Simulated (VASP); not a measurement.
# Zr (P6_3/mmc) in VASP: relaxation of cell and atoms with PBE

Aim: the relaxation of cell and atoms of Zr with PBE.

Program: VASP 6.6.1. These are calculated values, not measurements. Logs are shortened: lines on timing, memory, paths and dates and some standing lists are left out, and cuts for length are marked.

## 1. Starting point

It takes space group P6_3/mmc (No. 194, hexagonal). Conventional cell: a = 3.232 Å, b = 3.232 Å, c = 5.147 Å, α = 90.00°, β = 90.00°, γ = 120.00°. Zr (site symmetry -6m2) has 12 Zr at 3.18 to 3.23 Å as nearest neighbours.

## 2. Relaxation of cell and atoms, PBE

INCAR reads:

```
PREC = Accurate
ENCUT = 600
EDIFF = 1E-7
ISMEAR = 0
SIGMA = 0.1
LREAL = False
LASPH = True
NELM = 80
ALGO = Normal
ISIF = 3
LWAVE = False
LCHARG = False
GGA = PE
IBRION = 2
NSW = 80
EDIFFG = -0.004
```

KPOINTS reads:

```
Automatic mesh
0
Gamma
  15 15 8
```

POSCAR reads:

```
Zr
1.0
    3.2320000000      0.0000000000      0.0000000000
   -1.6160000000      2.7989941000      0.0000000000
    0.0000000000      0.0000000000      5.1470000000
Zr
2
Direct
    0.3333333300      0.6666666700      0.2500000000
    0.6666666700      0.3333333300      0.7500000000
```

Potentials or basis: VASP PAW PBE potentials, release 64 (Zr_sv).

Run with:

```
cat potpaw_PBE.64/Zr_sv/POTCAR > POTCAR
mpirun -np 1 vasp_std > vasp.out
```

OUTCAR:

```text
PREC = Accurate
   ENCUT = 600
   EDIFF = 1E-7
   ISMEAR = 0
   LREAL = False
   LASPH = True
   NELM = 80
   ISIF = 3
   GGA = PE
   IBRION = 2
   NSW = 80
   EDIFFG = -0.004

 ion  position               nearest neighbor table
   1  0.333  0.667  0.250-   2 3.18   2 3.18   2 3.18   2 3.18   2 3.18   2 3.18
   2  0.667  0.333  0.750-   1 3.18   1 3.18   1 3.18   1 3.18   1 3.18   1 3.18

  LATTYP: Found a hexagonal cell.
 ALAT       =     3.2320000000
 C/A-ratio  =     1.5925123762

  Lattice vectors:

 A1 = (   3.2320000000,   0.0000000000,   0.0000000000)
 A2 = (  -1.6160000000,   2.7989941000,   0.0000000000)
 A3 = (   0.0000000000,   0.0000000000,   5.1470000000)

Analysis of symmetry for initial positions (statically):
=====================================================================
 Subroutine PRICEL returns:
 Original cell was already a primitive cell.

 Routine SETGRP: Setting up the symmetry group for a
 hexagonal supercell.

 Subroutine GETGRP returns: Found 24 space group operations
 (whereof 12 operations were pure point group operations)
 out of a pool of 24 trial point group operations.

The static configuration has the point symmetry D_3d.
 The point group associated with its full space group is D_6h.

Analysis of symmetry for dynamics (positions and initial velocities):
=====================================================================
 Subroutine PRICEL returns:
 Original cell was already a primitive cell.

 Routine SETGRP: Setting up the symmetry group for a
 hexagonal supercell.

 Subroutine GETGRP returns: Found 24 space group operations
 (whereof 12 operations were pure point group operations)
 out of a pool of 24 trial point group operations.

The dynamic configuration has the point symmetry D_3d.
 The point group associated with its full space group is D_6h.

 Subroutine INISYM returns: Found 24 space group operations
 (whereof 12 operations are pure point group operations),
 and found     1 'primitive' translations

----------------------------------------------------------------------------------------

                                     Primitive cell

  volume of cell :      46.5616

  direct lattice vectors                    reciprocal lattice vectors
     3.232000000  0.000000000  0.000000000     0.309405941  0.178635603  0.000000000
    -1.616000000  2.798994100  0.000000000     0.000000000  0.357271207  0.000000000
     0.000000000  0.000000000  5.147000000     0.000000000  0.000000000  0.194287935

  length of vectors
     3.232000000  3.231999996  5.147000000     0.357271206  0.357271207  0.194287935

  position of ions in fractional coordinates (direct lattice)
     0.333333330  0.666666670  0.250000000
     0.666666670  0.333333330  0.750000000

  ion indices of the primitive-cell ions
   primitive index   ion index
                 1           1
                 2           2

----------------------------------------------------------------------------------------

 KPOINTS: Automatic mesh

Automatic generation of k-mesh.
 Grid dimensions read from file:
 generate k-points for:   15   15    8

 Generating k-lattice:

  Cartesian coordinates                     Fractional coordinates (reciprocal lattice)
     0.020627063  0.011909040  0.000000000     0.066666667  0.000000000  0.000000000
     0.000000000  0.023818080  0.000000000     0.000000000  0.066666667  0.000000000
     0.000000000  0.000000000  0.024285992     0.000000000  0.000000000  0.125000000

  Length of vectors
     0.023818080  0.023818080  0.024285992

  Shift w.r.t. Gamma in fractional coordinates (k-lattice)
     0.000000000  0.000000000  0.000000000

 Subroutine IBZKPT returns following result:
 ===========================================

 Found    135 irreducible k-points:

 Following reciprocal coordinates:
            Coordinates               Weight
  0.000000  0.000000  0.000000      1.000000
  0.066667  0.000000  0.000000      6.000000
  0.133333  0.000000  0.000000      6.000000
  0.200000  0.000000  0.000000      6.000000
  0.266667  0.000000  0.000000      6.000000
  0.333333  0.000000  0.000000      6.000000
[... 16 lines left out ...]
  0.333333  0.200000  0.000000     12.000000
  0.400000  0.200000  0.000000      6.000000
 [... further k-points ...]
   k-points           NKPTS =    135   k-points in BZ     NKDIM =    135   number of bands    NBANDS=     16
   number of dos      NEDOS =    301   number of ions     NIONS =      2
   total plane-waves  NPLWV =  32928
   dimension x,y,z NGX =    28 NGY =   28 NGZ =   42
   dimension x,y,z NGXF=    56 NGYF=   56 NGZF=   84
   ions per type =               2
   NGX,Y,Z   is equivalent  to a cutoff of  14.40, 14.40, 13.57 a.u.
   NGXF,Y,Z  is equivalent  to a cutoff of  28.80, 28.80, 27.13 a.u.
 SYSTEM =  unknown system
   PREC   = accura    normal or accurate (medium, high low for compatibility)
   ISTART =      0    job   : 0-new  1-cont  2-samecut
   ICHARG =      2    charge: 1-file 2-atom 10-const
   ISPIN  =      1    spin polarized calculation?
   LNONCOLLINEAR =      F non collinear calculations
   LSORBIT =      F    spin-orbit coupling
   LASPH  =      T    aspherical Exc in radial PAW
   ENCUT  =  600.0 eV  44.10 Ry    6.64 a.u.   6.46  6.46 10.28*2*pi/ulx,y,z
   NELM   =     80;   NELMIN=  2; NELMDL= -5     # of ELM steps
   EDIFF  = 0.1E-06   stopping-criterion for ELM
   LREAL  =      F    real-space projection
   EDIFFG = -.4E-02   stopping-criterion for IOM
   NSW    =     80    number of steps for IOM
   IBRION =      2    ionic relax: 0-MD 1-quasi-New 2-CG
   NFREE  =      1    steps in history (QN), initial steepest desc. (CG)
   ISIF   =      3    stress and relaxation
   ISYM   =      2    0-nonsym 1-usesym 2-fastsym
   POTIM  = 0.5000    time-step for ionic-motion
   TEBEG  =    0.0;   TEEND  =   0.0 temperature during run
   PSTRESS=    0.0 pullay stress
   NELECT =      24.0000    total number of electrons
   NUPDOWN=      -1.0000    fix difference up-down
   EMIN   =  10.00;   EMAX   =-10.00  energy-range for DOS
   EFERMI =   0.00;   METHOD = LEGACY
   ISMEAR =     0;   SIGMA  =   0.10  broadening in eV -4-tet -1-fermi 0-gaus
   EFERMI_NEDOS =   21; number of points for ismear=-14 and -15
   IALGO  =     38    algorithm
   IMIX   =      4    mixing-type and parameters
     AMIX     =   0.40;   BMIX     =  1.00
     AMIX_MAG =   1.60;   BMIX_MAG =  1.00
  volume/ion in A,a.u.               =      23.28       157.11
  Fermi-wavevector in a.u.,A,eV,Ry     =   1.312611  2.480475 23.442130  1.722948
  Thomas-Fermi vector in A             =   2.442991
   LORBIT       =      0    0 simple, 1 ext, 2 COOP (PROOUT), +10 PAW based schemes
   GGA     = PE    functional components
   LHFCALC =     F    Hartree Fock is set to
   AEXX    =    0.0000 exact exchange contribution
   IVDW    =     0    specifies the selected vdW correction
   LEPSILON=     F    determine dielectric tensor
   LRPA    =     F    only Hartree local field effects (RPA)
 conjugate gradient relaxation of ions
 non-spin polarized calculation
 Gauss-broadening in eV      SIGMA  =   0.10
  energy-cutoff  :      600.00
  volume of cell :       46.56
 maximum number of plane-waves:      1582
 NGX is ok and might be reduce to    28
   NGX = 13   NGY = 13   NGZ = 21

--------------------------------------- Ionic step        1  -------------------------------------------

 number of electron      24.0000000 magnetization

 Free energy of the ion-electron system (eV)
  ---------------------------------------------------
  ext. energy  EPLUGINS =         0.00000000
  ---------------------------------------------------
  free energy    TOTEN  =       -17.04549130 eV

  energy without entropy =      -17.03563393  energy(sigma->0) =      -17.04056261

------------------------ aborting loop because EDIFF is reached ----------------------------------------

  FORCE on cell =-STRESS in cart. coord.  units (eV):
  Direction    XX          YY          ZZ          XY          YZ          ZX
  --------------------------------------------------------------------------------------
  -------------------------------------------------------------------------------------
  Total        0.0910781      0.0910781      0.2339354      0.0000000     -0.0000000      0.0000000
  in kB        3.1339873      3.1339873      8.0496886      0.0000000     -0.0000000      0.0000000
  external PRESSURE =       4.7725544 kB  Pullay stress =       0.0000000 kB
[... 129 lines left out ...]
  energy  without entropy=      -17.0361138089  energy(sigma->0) =      -17.04106573

--------------------------------------- Ionic step        5  -------------------------------------------

 number of electron      24.0000000 magnetization

 Free energy of the ion-electron system (eV)
  ---------------------------------------------------
  ext. energy  EPLUGINS =         0.00000000
  ---------------------------------------------------
  free energy    TOTEN  =       -17.04602582 eV

  energy without entropy =      -17.03610808  energy(sigma->0) =      -17.04106695

 E-fermi :   8.9628     XC(G=0): -11.0612

 val. band max:        8.9602586116   @ k =   0.1333   0.0000   0.1250
 cond. band min:       8.9647380288   @ k =   0.2667   0.2000   0.5000
 fundamental gap:      0.0044794173
 Fermi energy:         8.9627856340

 k-point     1 :       0.0000    0.0000    0.0000
  band No.  band energies     occupation
      1     -39.9031      2.00000
      2     -39.7542      2.00000
      3     -18.4151      2.00000
      4     -17.5557      2.00000
      5     -17.5557      2.00000
      6     -17.4326      2.00000
[... 8 lines left out ...]
     15      10.4921      0.00000
     16      10.4921      0.00000
[... 420 lines left out ...]
  band No.  band energies     occupation
      1     -39.7536      2.00000
      2     -39.7233      2.00000
      3     -18.1746      2.00000
      4     -18.0133      2.00000
      5     -17.9236      2.00000
      6     -17.8887      2.00000
[... 8 lines left out ...]
     15      10.5381      0.00000
     16      13.1190      0.00000

 [... further k-points ...]

------------------------ aborting loop because EDIFF is reached ----------------------------------------

  FORCE on cell =-STRESS in cart. coord.  units (eV):
  Direction    XX          YY          ZZ          XY          YZ          ZX
  --------------------------------------------------------------------------------------
  -------------------------------------------------------------------------------------
  Total        0.0010308      0.0010308      0.0010485      0.0000000      0.0000000      0.0000000
  in kB        0.0353061      0.0353061      0.0359108      0.0000000      0.0000000      0.0000000
  external PRESSURE =       0.0355077 kB  Pullay stress =       0.0000000 kB
[... 17 lines left out ...]
  FREE ENERGIE OF THE ION-ELECTRON SYSTEM (eV)
  ---------------------------------------------------
  free  energy   TOTEN  =       -17.0460258211 eV

  energy  without entropy=      -17.0361080783  energy(sigma->0) =      -17.04106695

 reached required accuracy - stopping structural energy minimisation
```

Run time: 8.1 min. Hardware: 1 thread of AMD EPYC 7R43 (Zen 3), shared host; peak memory 0.23 GiB.

What came out:

```
Free energy                            : -17.0460 eV
Relaxed volume                         : 23.39 Å³/atom
Relaxed cell                           : a = 3.232 Å, b = 3.232 Å, c = 5.171 Å, α = 90.00°, β = 90.00°, γ = 120.00°
Space group after relaxing (to 0.05 Å) : P6_3/mmc (No. 194)
Energy gained by relaxing              : 0.3 meV/atom
Ionic steps                            : 5
Pressure after relaxing                : 0.0 GPa
Band gap on the k mesh                 : none (metal or under the smearing width)
```

The path:
```
step  energy change (eV)  largest force (eV/Å)  pressure (GPa)  volume (Å³)
   1              0.0000                0.0000            0.48        46.56
   2             -0.0001                0.0000           -0.49        47.03
   3             -0.0005                0.0000           -0.06        46.81
   4             -0.0005                0.0000           -0.02        46.79
   5             -0.0005                0.0000            0.00        46.78
```

Final structure:
```
CELL_PARAMETERS angstrom
3.23202 0.00000 0.00000
-1.61601 2.79901 0.00000
0.00000 0.00000 5.17078
ATOMIC_POSITIONS crystal
Zr 0.33333 0.66667 0.25000
Zr 0.66667 0.33333 0.75000
```
